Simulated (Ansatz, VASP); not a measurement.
CaSe in VASP and in Ansatz

```
Ca Se
1.0
     0.00000    2.95077    2.95077
     2.95077    0.00000    2.95077
     2.95077    2.95077    0.00000
Ca Se
1 1
Direct
  0.00000 0.00000 0.00000
  0.50000 0.50000 0.50000
```

Alike in both runs: task single point; functional PBE; k mesh 8 × 8 × 8; occupations gaussian, width 0.02 eV; no spin polarisation.

|  | VASP | Ansatz |
| --- | --- | --- |
| version | VASP 6.6.1 | Ansatz 0.2.0 |
| potentials or method | VASP PAW PBE potentials, release 64 (Ca_sv, Se) | scalar-relativistic, plane waves, PAW |
| plane-wave cutoff (eV) | 520 | 420 |
| valence electrons in the cell | 16 | 26 |

|  | VASP | Ansatz | Ansatz less VASP |
| --- | --- | --- | --- |
| gap on the k mesh at the Fermi level (eV) | 2.01 | 2.02 | +0.010 |
| least direct gap on the mesh (eV) | 2.95 | 2.96 | +0.009 |
| pressure (GPa) | 1.6 | 1.5 | -0.18 |

The two sets of potentials don't hold the same shells in valence.

A k mesh can miss the band edges.
